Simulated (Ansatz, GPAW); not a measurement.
# Ballistic transport through cyanobenzenedithiol between two Pd chains, from relaxation to T(E), part 3 of 4

How well does cyanobenzenedithiol between two Pd chains conduct once its atoms have relaxed, and how much do cheaper levels lose?

GPAW 26.7.0 and Ansatz 0.2.0; Ansatz plane waves; relaxation of the junction with the lead ends held (the session's first sound run).

So far, transmission at the Fermi level (one spin): step 3 (plane waves, PBE) 0.849. Also conductance of the perfect lead (G₀): step 3 3.99.

## (4) GPAW, dzp

The script solves lead and junction separately, takes H and S in the orbital basis, and joins semi-infinite leads through their self-energies; the dzp basis is the working standard.

This step: GPAW LCAO, PAW setups; Landauer transmission from Green's functions with principal layers (ASE), zero bias (GPAW 26.7.0).

File run.py:

```python
import json
import numpy as np
from ase import Atoms
from ase.transport.calculators import TransportCalculator
from gpaw import GPAW, FermiDirac
from gpaw.lcao.tools import get_lcao_hamiltonian
from scipy.linalg import eigh

# The junction with lead layers at both ends, along the third cell vector
device = Atoms(
    ['Pd', 'Pd', 'Pd', 'Pd', 'Pd', 'Pd', 'Pd', 'Pd', 'S', 'C', 'H', 'H', 'C', 'C', 'C', 'C', 'H', 'C', 'C', 'N', 'S', 'Pd', 'Pd', 'Pd', 'Pd', 'Pd', 'Pd', 'Pd', 'Pd'],
    positions=[
        [7.13143, 4.58739, 1.25000],
        [7.13143, 4.58739, 3.75000],
        [7.13143, 4.58739, 6.25000],
        [7.13143, 4.58739, 8.75000],
        [7.13143, 4.58739, 11.25000],
        [7.13143, 4.58739, 13.75000],
        [7.03249, 4.67167, 16.38519],
        [7.42648, 4.55220, 19.08272],
        [6.19800, 5.21211, 20.83824],
        [6.41016, 4.89815, 22.56039],
        [8.50059, 4.31050, 22.70419],
        [4.32780, 5.43195, 22.83518],
        [7.58094, 4.51144, 23.25308],
        [5.24200, 5.13022, 23.34719],
        [7.57270, 4.38238, 24.65562],
        [5.22630, 4.97379, 24.72267],
        [4.29977, 5.13825, 25.27351],
        [8.74636, 3.97163, 25.38100],
        [6.38896, 4.59121, 25.42481],
        [9.82050, 3.57820, 25.72726],
        [6.29970, 4.17729, 27.15375],
        [8.49323, 3.89182, 27.54567],
        [6.91275, 4.93219, 29.35039],
        [7.13143, 4.58739, 31.98522],
        [7.13143, 4.58739, 34.48522],
        [7.13143, 4.58739, 36.98522],
        [7.13143, 4.58739, 39.48522],
        [7.13143, 4.58739, 41.98522],
        [7.13143, 4.58739, 44.48522]],
    cell=[[14.26286, 0.0, 0.0], [0.0, 9.17478, 0.0], [0.0, 0.0, 45.73522]],
    pbc=True)

# One principal layer of the lead: the first 5 atoms of the device
lead = Atoms(
    ['Pd', 'Pd', 'Pd', 'Pd', 'Pd'],
    positions=[
        [7.13143, 4.58739, 1.25000],
        [7.13143, 4.58739, 3.75000],
        [7.13143, 4.58739, 6.25000],
        [7.13143, 4.58739, 8.75000],
        [7.13143, 4.58739, 11.25000]],
    cell=[[14.26286, 0.0, 0.0], [0.0, 9.17478, 0.0], [0.0, 0.0, 12.5]],
    pbc=True)

settings = dict(mode='lcao', basis='dzp', xc='PBE', h=0.18,
                occupations=FermiDirac(0.1), maxiter=250,
                mixer=dict(beta=0.1, nmaxold=8, weight=100.0),
                convergence=dict(density=0.0001))
energies = np.arange(-2, 2 + 1e-9, 0.025)
eta = 0.0001
n1, n2 = 1, 1
# k and -k transmit alike, so half of the mesh across the current serves
mesh = [(i, j) for i in range(n1) for j in range(n2) if (i, j) <= (-i % n1, -j % n2)]
weights = np.array([1 if (i, j) == (-i % n1, -j % n2) else 2 for i, j in mesh]) / (n1 * n2)


def ground_state(atoms, size, txt):
    atoms.calc = GPAW(kpts={'size': size, 'gamma': True}, symmetry={'tolerance': 1e-3}, txt=txt, **settings)
    atoms.get_potential_energy()
    return atoms.calc.get_fermi_level()


def blocks(atoms, fermi, points, nz, cells):
    """H - E_F S and S between cell 0 and the cells above it, at each point across the current."""
    kz = np.arange(nz) / nz
    calc = atoms.calc.fixed_density(kpts=[(*k, z) for k in points for z in kz], symmetry='off', txt=None)
    H, S = get_lcao_hamiltonian(calc)
    H = (H - fermi * S).reshape(len(H), len(points), nz, *S.shape[1:])
    S = S.reshape(H.shape[1:])
    phases = [np.exp(-2j * np.pi * kz * R) / nz for R in cells]
    return [(np.einsum('skzij,z->ksij', H, p), np.einsum('kzij,z->kij', S, p)) for p in phases]


def pair(a, b):
    return np.block([[a, b], [b.T.conj(), a]])


def count_channels(h, s, cells, nk=240):
    """Half the number of times that the lead's bands cross each energy, unfolded to its shortest repeat."""
    b = len(h) // cells
    bands = []
    for k in (np.arange(nk + 1) + 0.5) / nk:
        hk, sk = h[:b, :b].copy(), s[:b, :b].copy()
        for R in range(1, cells):
            phase, block = np.exp(2j * np.pi * k * R), slice(R * b, (R + 1) * b)
            hk += h[:b, block] * phase + (h[:b, block] * phase).T.conj()
            sk += s[:b, block] * phase + (s[:b, block] * phase).T.conj()
        w, u = eigh(sk)
        x = u[:, w > 1e-5] / w[w > 1e-5]**0.5  # drop near-dependent combinations
        bands.append(np.r_[eigh(x.T.conj() @ hk @ x, eigvals_only=True), [1e9] * (w <= 1e-5).sum()])
    below = np.array(bands)[:, :, None] < energies
    return (below[1:] != below[:-1]).sum((0, 1)) / 2


fermi_lead = ground_state(lead, (1, 1, 9), 'lead.txt')
fermi_device = ground_state(device, (1, 1, 2), 'device.txt')
T, channels, eigen, tail, misfit, shifts = [], [], [], 0.0, 0.0, []
for first in range(0, len(mesh), 132):
    points = [(i / n1, j / n2) for i, j in mesh[first:first + 132]]
    (H0k, S0k), (H1k, S1k), (H2k, _) = blocks(lead, fermi_lead, points, 5, range(3))
    [(Hk, Sk)] = blocks(device, fermi_device, points, 2, [0])
    tail = max(tail, abs(H2k).max())
    for H0, S0, H1, S1, H, S in zip(H0k, S0k, H1k, S1k, Hk, Sk):
        n = len(S0)
        # Shift the lead onto the potential of the device's first layer
        shift = ((H[:, 0, 0] - H0[:, 0, 0]) / S0[0, 0]).real.mean()
        shifts.append(shift)
        misfit = max(misfit, abs(H[:, :n, :n] - H0 - shift * S0).max())
        Tk, Ck, Ek = [], [], []
        for s in range(len(H)):
            t = s % len(H0)  # a lead without moments serves both spins
            h1, s1 = pair(H0[t] + shift * S0, H1[t] + shift * S1), pair(S0, S1)
            leads = dict(h1=h1, s1=s1, energies=energies, eta=eta, eta1=eta, eta2=eta)
            calc = TransportCalculator(h=H[s], s=S, eigenchannels=3, **leads)
            Tk.append(calc.get_transmission())
            Ek.append(np.sort(calc.eigenchannels_ne, axis=0)[::-1])
            Ck.append(count_channels(h1, s1, 10))
        T.append(Tk)
        channels.append(Ck)
        eigen.append(Ek)
T, channels = np.array(T), np.array(channels)
mean, open_channels = np.einsum('kse,k->se', T, weights), np.einsum('kse,k->se', channels, weights)

print(f'basis functions: device {len(S)}, principal layer {n}')
print(f'Fermi level: lead {fermi_lead:.4f} eV, device {fermi_device:.4f} eV; lead shifted by {np.mean(shifts):.4f} eV')
print(f'largest coupling past the next layer {tail:.2e} eV, largest misfit of the first layer {misfit:.3f} eV')
print('  E-E_F (eV)   ' + 'T (one spin)  channels')
for e, t, c in zip(energies, mean.T, open_channels.T):
    print(f'{e:10.3f}  ', *[f'{x:11.4e}' for x in t], *[f'{x:9.4f}' for x in c])

kT = 8.617333e-5 * 300
fine = np.linspace(energies[0], energies[-1], 4001)
both = np.exp(np.interp(fine, energies, np.log(np.maximum(mean.sum(0) * 2 / len(mean), 1e-30))))
fermi = lambda mu: 1 / (1 + np.exp(np.clip((fine - mu) / kT, -200, 200)))
slope = fermi(0) * (1 - fermi(0)) / kT
G = np.trapezoid(both * slope, fine) / 2
seebeck = -np.trapezoid(both * slope * fine, fine) / (2 * G * 300) * 1e6
print(f'conductance at 300 K: {G:.5g} G0 a cell; thermopower {seebeck:.4g} uV/K')
bias = [0.1, 0.2, 0.5, 1.0, 1.5, 2.0]
current = [38.74 * np.trapezoid(both * (fermi(V / 2) - fermi(-V / 2)), fine) for V in bias]
for V, I in zip(bias, current):
    print(f'current from the zero-bias T(E) at {V} V: {I:.5g} uA')
zero = abs(energies).argmin()
json.dump(dict(energies=energies.tolist(), T=mean.tolist(), channels=open_channels.tolist(), G=G, seebeck=seebeck,
               bias=bias, current=current, tail=tail, misfit=misfit, shift=np.mean(shifts), n_device=len(S), n_lead=n,
               fermi=[fermi_lead, fermi_device], energy=device.get_potential_energy(),
               moments=device.get_magnetic_moments().tolist(), mesh=mesh, weights=weights.tolist(),
               T_k=T[:, :, zero].tolist(), eigen=np.array(eigen[0]).tolist()), open('result.json', 'w'))
```

Started as:

```sh
$ OMP_NUM_THREADS=1 OPENBLAS_NUM_THREADS=1 python run.py
```

The program printed:

```text
basis functions: device 577, principal layer 135
Fermi level: lead -4.4198 eV, device -4.2287 eV; lead shifted by -0.0027 eV
largest coupling past the next layer 1.07e-04 eV, largest misfit of the first layer 0.021 eV
  E-E_F (eV)   T (one spin)  [channel counts left out]
    -2.000    2.4824e-01
    -1.975    3.8382e-01
    -1.950    5.9414e-01
    -1.925    8.2185e-01
    -1.900    8.7635e-01
    -1.875    7.2893e-01
    -1.850    5.7944e-01
    -1.825    5.4606e-01
    -1.800    5.1700e-01
    -1.775    4.0337e-01
    -1.750    3.1863e-01
    -1.725    2.6823e-01
    -1.700    2.3811e-01
    -1.675    2.1894e-01
    -1.650    2.0251e-01
    -1.625    1.7848e-01
[...]
1.825    2.8633e-03
     1.850    2.8607e-03
     1.875    2.8555e-03
     1.900    2.8457e-03
     1.925    2.8282e-03
     1.950    2.7972e-03
     1.975    2.7421e-03
     2.000    2.6394e-03
conductance at 300 K: 0.78485 G0 a cell; thermopower 22.05 uV/K
current from the zero-bias T(E) at 0.1 V: 5.9948 uA
current from the zero-bias T(E) at 0.2 V: 11.455 uA
current from the zero-bias T(E) at 0.5 V: 21.901 uA
current from the zero-bias T(E) at 1.0 V: 27.531 uA
current from the zero-bias T(E) at 1.5 V: 37.321 uA
current from the zero-bias T(E) at 2.0 V: 42.031 uA
```

Wall time 23 min (1 thread of Arm Neoverse N1, shared host); peak memory 3.5 GiB.

Numbers from this step:

* conductance: 0.7848 G₀
* largest coupling past the next principal layer: 1.07e-4 eV
* largest misfit of the first principal layer: 0.02057 eV
* shift that aligns the lead: -0.002694 eV
* basis functions of the junction: 577
* basis functions of a principal layer: 135
* transmission at the Fermi level (one spin): 0.8137

One spin. The transmission, zone mean by energy, zero at the Fermi level:

| energy (eV) | transmission, zone mean |
| --- | --- |
| -2.000 | 0.248 |
| -1.900 | 0.876 |
| -1.800 | 0.517 |
| -1.600 | 0.140 |
| -1.400 | 0.0591 |
| -1.200 | 0.243 |
| -1.000 | 0.139 |
| -0.850 | 0.305 |
| -0.800 | 0.232 |
| -0.650 | 0.744 |
| -0.600 | 0.617 |
| -0.400 | 0.179 |
| -0.200 | 0.707 |
| -0.075 | 0.922 |
| 0.000 | 0.814 |
| 0.150 | 0.355 |
| 0.200 | 0.00148 |
| 0.400 | 0.00501 |
| 0.600 | 0.00458 |
| 0.800 | 0.00396 |
| 1.000 | 0.00350 |
| 1.200 | 0.00318 |
| 1.400 | 0.00298 |
| 1.600 | 0.00289 |
| 1.800 | 0.00286 |
| 2.000 | 0.00264 |

Not self-consistent under bias; the bias window is split evenly. Current through one cell, from the zero-bias transmission against bias:

| bias (V) | current through one cell, from the zero-bias transmission (μA) |
| --- | --- |
| 0.100 | 5.99 |
| 0.200 | 11.5 |
| 0.500 | 21.9 |
| 1.000 | 27.5 |
| 1.500 | 37.3 |
| 2.000 | 42.0 |

The transmission of the three most open eigenchannels by energy, zero at the Fermi level:

| energy (eV) | channel 1 | channel 2 | channel 3 |
| --- | --- | --- | --- |
| -2.000 | 0.237 | 0.0111 | 2.3e-5 |
| -1.900 | 0.850 | 0.0267 | 6.5e-5 |
| -1.800 | 0.476 | 0.0406 | 2.0e-4 |
| -1.700 | 0.234 | 0.00373 | 2.5e-4 |
| -1.600 | 0.135 | 0.00460 | 3.0e-6 |
| -1.500 | 0.0274 | 0.00229 | 6.0e-5 |
| -1.400 | 0.0581 | 0.00103 | 0 |
| -1.300 | 0.251 | 0.00446 | 4.7e-5 |
| -1.200 | 0.234 | 0.00947 | 3.2e-4 |
| -1.100 | 0.121 | 0.0158 | 7.7e-4 |
| -1.000 | 0.122 | 0.0153 | 0.00137 |
| -0.900 | 0.233 | 0.00667 | 0.00237 |
| -0.800 | 0.227 | 0.00385 | 4.7e-4 |
| -0.700 | 0.556 | 0.00185 | 2.0e-4 |
| -0.600 | 0.616 | 9.2e-4 | 1.5e-4 |
| -0.500 | 0.388 | 9.0e-4 | 6.0e-5 |
| -0.400 | 0.177 | 0.00137 | 4.5e-4 |
| -0.300 | 0.341 | 0.00613 | 3.8e-4 |
| -0.200 | 0.699 | 0.00767 | 2.2e-4 |
| -0.100 | 0.917 | 0.00444 | 1.2e-4 |
| 0.000 | 0.810 | 0.00319 | 5.1e-5 |
| 0.100 | 0.449 | 0.00209 | 9.7e-6 |
| 0.200 | 0.00148 | 3.1e-10 | 3.1e-10 |
| 0.300 | 0.00401 | 3.8e-10 | 0 |
| 0.400 | 0.00501 | 3.8e-10 | 0 |
| 0.500 | 0.00490 | 3.8e-10 | 0 |
| 0.600 | 0.00458 | 3.8e-10 | 0 |
| 0.700 | 0.00426 | 3.8e-10 | 0 |
| 0.800 | 0.00396 | 3.8e-10 | 0 |
| 0.900 | 0.00371 | 3.8e-10 | 0 |
| 1.000 | 0.00350 | 3.8e-10 | 0 |
| 1.100 | 0.00332 | 3.7e-10 | 0 |
| 1.200 | 0.00318 | 3.7e-10 | 0 |
| 1.300 | 0.00307 | 3.6e-10 | 0 |
| 1.400 | 0.00298 | 3.6e-10 | 0 |
| 1.500 | 0.00292 | 3.5e-10 | 0 |
| 1.600 | 0.00289 | 3.4e-10 | 0 |
| 1.700 | 0.00287 | 3.3e-10 | 0 |
| 1.800 | 0.00286 | 3.1e-10 | 0 |
| 1.900 | 0.00285 | 3.0e-10 | 0 |
| 2.000 | 0.00264 | 2.8e-10 | 0 |

At the Fermi level T is 0.814 against 0.849 in plane waves. At 0.125 eV T drops to or jumps from 0.146 where the lead's channel count changes: a band edge of the lead lies in the thermal window, and enters the average. Couplings past the next layer reach 1.1e-4 eV, small enough to drop; the matrix elements of the cell's first layer differ from the bulk lead's by up to 0.021 eV. That layer keeps its own values in the calculation, and only beyond it is the lead taken as perfect. The Fermi levels of lead and junction count from different zeros of potential, one for each periodic cell; with both set to zero, the small remaining shift is what aligns them. By hand: G = 0.7848 × 77.48 μS = 60.8 μS, a resistance of 16.4 kΩ; at 0.1 V a linear junction would pass 6.08 μA, and the integral over the bias window gives 5.99 μA.

## (5) Single-zeta polarised basis

The second zeta is dropped, the polarisation orbitals stay.

Edit run.py of step 4 so:

```diff
@@ -56,3 +56,3 @@
 
-settings = dict(mode='lcao', basis='dzp', xc='PBE', h=0.18,
+settings = dict(mode='lcao', basis='szp(dzp)', xc='PBE', h=0.18,
                 occupations=FermiDirac(0.1), maxiter=250,
```

The program printed:

```text
basis functions: device 342, principal layer 75
Fermi level: lead -4.5800 eV, device -4.5558 eV; lead shifted by 0.0001 eV
largest coupling past the next layer 1.09e-04 eV, largest misfit of the first layer 0.033 eV
  E-E_F (eV)   T (one spin)  [channel counts left out]
    -2.000    8.4689e-01
    -1.975    6.2946e-01
    -1.950    4.5254e-01
[...]
1.975    2.8250e-03
     2.000    2.9590e-03
conductance at 300 K: 0.4801 G0 a cell; thermopower 68.33 uV/K
current from the zero-bias T(E) at 0.1 V: 3.6689 uA
current from the zero-bias T(E) at 0.2 V: 7.2469 uA
current from the zero-bias T(E) at 0.5 V: 15.918 uA
current from the zero-bias T(E) at 1.0 V: 21.096 uA
current from the zero-bias T(E) at 1.5 V: 30.608 uA
current from the zero-bias T(E) at 2.0 V: 38.211 uA
```

The job ended after 15 min (1 thread; peak memory 3.4 GiB).

This step gave:

```yaml
conductance: 0.4801 G₀
largest_coupling_past_the_next_principal_layer: 1.09e-4 eV
largest_misfit_of_the_first_principal_layer: 0.03270 eV
shift_that_aligns_the_lead: 1.28e-4 eV
basis_functions_of_the_junction: 342
basis_functions_of_a_principal_layer: 75
transmission_at_the_fermi_level_one_spin: 0.5356
```

The conductance, 0.480 G₀, lies 39 % below that of the dzp run. At 0.1 eV T drops to or jumps from 0.289 where the lead's channel count changes: a band edge of the lead lies in the thermal window, and enters the average.

## (6) Minimal basis

The minimal basis is the cheapest rung: no second zeta and no polarisation.

Edit run.py of step 5 so:

```diff
@@ -56,3 +56,3 @@
 
-settings = dict(mode='lcao', basis='szp(dzp)', xc='PBE', h=0.18,
+settings = dict(mode='lcao', basis='sz(dzp)', xc='PBE', h=0.18,
                 occupations=FermiDirac(0.1), maxiter=250,
```

The program printed:

```text
basis functions: device 235, principal layer 60
Fermi level: lead -4.6029 eV, device -4.6221 eV; lead shifted by 0.0008 eV
largest coupling past the next layer 1.08e-04 eV, largest misfit of the first layer 0.020 eV
  E-E_F (eV)   T (one spin)  channels
    -2.000    6.0918e-01    3.0000
    -1.975    4.4231e-01    3.0000
    -1.950    3.6814e-01    3.0000
[...]
1.975    2.7334e-03    1.0000
     2.000    2.8348e-03    1.0000
conductance at 300 K: 0.55473 G0 a cell; thermopower 60.69 uV/K
current from the zero-bias T(E) at 0.1 V: 4.2498 uA
current from the zero-bias T(E) at 0.2 V: 8.3219 uA
current from the zero-bias T(E) at 0.5 V: 17.359 uA
current from the zero-bias T(E) at 1.0 V: 22.451 uA
current from the zero-bias T(E) at 1.5 V: 30.77 uA
current from the zero-bias T(E) at 2.0 V: 37.058 uA
```

Run time: 11 min. Hardware: 1 thread; peak memory 3.2 GiB.

Numbers from this step:

```yaml
conductance: 0.5547 G₀
largest_coupling_past_the_next_principal_layer: 1.08e-4 eV
largest_misfit_of_the_first_principal_layer: 0.02015 eV
shift_that_aligns_the_lead: 7.50e-4 eV
basis_functions_of_the_junction: 235
basis_functions_of_a_principal_layer: 60
transmission_at_the_fermi_level_one_spin: 0.5880
```

One spin. Table of transmission, zone mean by energy, zero at the Fermi level:

| energy (eV) | transmission, zone mean |
| --- | --- |
| -2.000 | 0.609 |
| -1.900 | 0.203 |
| -1.800 | 0.117 |
| -1.700 | 0.158 |
| -1.600 | 0.0333 |
| -1.500 | 0.0164 |
| -1.400 | 0.109 |
| -1.300 | 0.296 |
| -1.200 | 0.199 |
| -1.100 | 0.132 |
| -1.000 | 0.136 |
| -0.900 | 0.180 |
| -0.800 | 0.555 |
| -0.750 | 0.601 |
| -0.700 | 0.556 |
| -0.600 | 0.494 |
| -0.550 | 0.326 |
| -0.500 | 0.271 |
| -0.400 | 0.194 |
| -0.300 | 0.255 |
| -0.200 | 0.703 |
| -0.125 | 0.971 |
| -0.100 | 0.954 |
| 0.000 | 0.588 |
| 0.100 | 0.300 |
| 0.200 | 5.6e-4 |
| 0.300 | 0.00162 |
| 0.400 | 0.00193 |
| 0.500 | 0.00204 |
| 0.600 | 0.00210 |
| 0.700 | 0.00213 |
| 0.800 | 0.00215 |
| 0.900 | 0.00217 |
| 1.000 | 0.00220 |
| 1.100 | 0.00224 |
| 1.200 | 0.00230 |
| 1.300 | 0.00239 |
| 1.400 | 0.00253 |
| 1.500 | 0.00279 |
| 1.600 | 0.00349 |
| 1.700 | 8.4e-4 |
| 1.800 | 0.00186 |
| 1.900 | 0.00243 |
| 2.000 | 0.00283 |

The conductance, 0.555 G₀, lies 29 % below that of the dzp run. At 0.075 eV T drops to or jumps from 0.0993 where the lead's channel count changes: a band edge of the lead lies in the thermal window, and enters the average.

## (7) revPBE in the dzp basis: xc = "revPBE"

Back in the dzp basis, the functional changes from PBE to revPBE, to set the spread between functionals beside that between bases.

Edit run.py of step 6 so:

```diff
@@ -56,3 +56,3 @@
 
-settings = dict(mode='lcao', basis='sz(dzp)', xc='PBE', h=0.18,
+settings = dict(mode='lcao', basis='dzp', xc='revPBE', h=0.18,
                 occupations=FermiDirac(0.1), maxiter=250,
```

The program printed:

```text
basis functions: device 577, principal layer 135
Fermi level: lead -4.2703 eV, device -4.0912 eV; lead shifted by -0.0025 eV
largest coupling past the next layer 1.03e-04 eV, largest misfit of the first layer 0.021 eV
  E-E_F (eV)   T (one spin)  [channel counts left out]
    -2.000    2.5479e-01
    -1.975    3.9478e-01
    -1.950    6.1012e-01
[...]
1.975    2.7589e-03
     2.000    2.6977e-03
conductance at 300 K: 0.76392 G0 a cell; thermopower 24.81 uV/K
current from the zero-bias T(E) at 0.1 V: 5.8361 uA
current from the zero-bias T(E) at 0.2 V: 11.172 uA
current from the zero-bias T(E) at 0.5 V: 21.621 uA
current from the zero-bias T(E) at 1.0 V: 27.286 uA
current from the zero-bias T(E) at 1.5 V: 37.221 uA
current from the zero-bias T(E) at 2.0 V: 41.986 uA
```

Run time: 23 min. Hardware: 1 thread; peak memory 3.5 GiB.

Numbers from this step:

| Quantity | Value |
| --- | --- |
| conductance | 0.7639 G₀ |
| largest coupling past the next principal layer | 1.03e-4 eV |
| largest misfit of the first principal layer | 0.02141 eV |
| shift that aligns the lead | -0.002464 eV |
| basis functions of the junction | 577 |
| basis functions of a principal layer | 135 |
| transmission at the Fermi level (one spin) | 0.7917 |

The conductance, 0.764 G₀, lies 2.7 % below that of the dzp run. At 0.125 eV T drops to or jumps from 0.142 where the lead's channel count changes: a band edge of the lead lies in the thermal window, and enters the average.

(Part 3 of 4 ends here.)

[Logs are printed without paths, hosts, clocks, repeated set-up lines and the standing remarks that a program may print on its own settings, such as how far it seeks lower states.]

[Hosts, paths, dates, database ids (printed as entryN), source tags and the programs' standing remarks are cut or masked in the printed files.]
